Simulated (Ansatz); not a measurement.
Set up this calculation in Ansatz 0.2.0, as the native input.

```yaml
Task: relaxation of cell and atoms
Functional: PBE
Dispersion: D3(BJ)
Potentials_or_basis: Ansatz PAW
Cutoff: "420 eV (not typed: the program's choice for these potentials)"
k_mesh: 7 × 7 × 7
Occupations: fermi-dirac, width 0.05 eV
Spin: no spin polarisation
```

Crystal: PbSe.

```xyz
2
Lattice="3.7843 0.0000 0.0000 0.0000 3.7843 0.0000 0.0000 0.0000 3.7843" Properties=species:S:1:pos:R:3 pbc="T T T"
Pb    0.0000    0.0000    0.0000
Se    1.8922    1.8922    1.8922
```

Measurements of this composition are mostly on another form, of space group No. 225.

One way to write it, as run:

input.yaml

```yaml
crystal:
  lattice:
    - [3.784322, 0.0, 0.0]
    - [0.0, 3.784322, 0.0]
    - [0.0, 0.0, 3.784322]
  atoms:
    - { symbol: Pb, position: [0.0, 0.0, 0.0] }
    - { symbol: Se, position: [0.5, 0.5, 0.5] }
hamiltonian:
  xc: pbe
  pseudopotentials: { kind: paw }
  dispersion: d3bj
kpoints:
  mp_grid: { grid: [7, 7, 7] }
scf:
  occupations: { method: fermi_dirac, width: 0.05 }
output:
  forces: true
  stress: true
  eigenvalues: true
relax:
  f_tol: 0.01
  max_steps: 40
  cell: { stress_tol: 0.05 }
```

Potentials or basis: Ansatz PAW.

The run is started by

```bash
$ ansatz run input.yaml --threads 2 --pin off --max-ram 5632MiB --backend cpu --events-out ev --progress --plain --runs-dir out
```

Results of the run:

| Item | Value |
| --- | --- |
| Relaxed volume | 25.80 Å³/atom |
| Relaxed cell | a = 3.723 Å, b = 3.723 Å, c = 3.723 Å, α = 90.00°, β = 90.00°, γ = 90.00° |
| Space group after relaxing (to 0.05 Å) | Pm-3m (No. 221) |
| Energy gained by relaxing | 10.4 meV/atom |
| Ionic steps | 4 |
| Pressure after relaxing | 0.0 GPa |
| Band gap on the k mesh | none (metal or under the smearing width) |

Caveat: the plane-wave basis is chosen anew once the cell has moved, so the energies of steps on either side of that aren't comparable; pairwise dispersion overbinds metals, which lowers pressure and volume.

It took 3.2 s on 2 threads of Arm Neoverse V2, with other jobs on the host, peak memory 0.33 GiB.
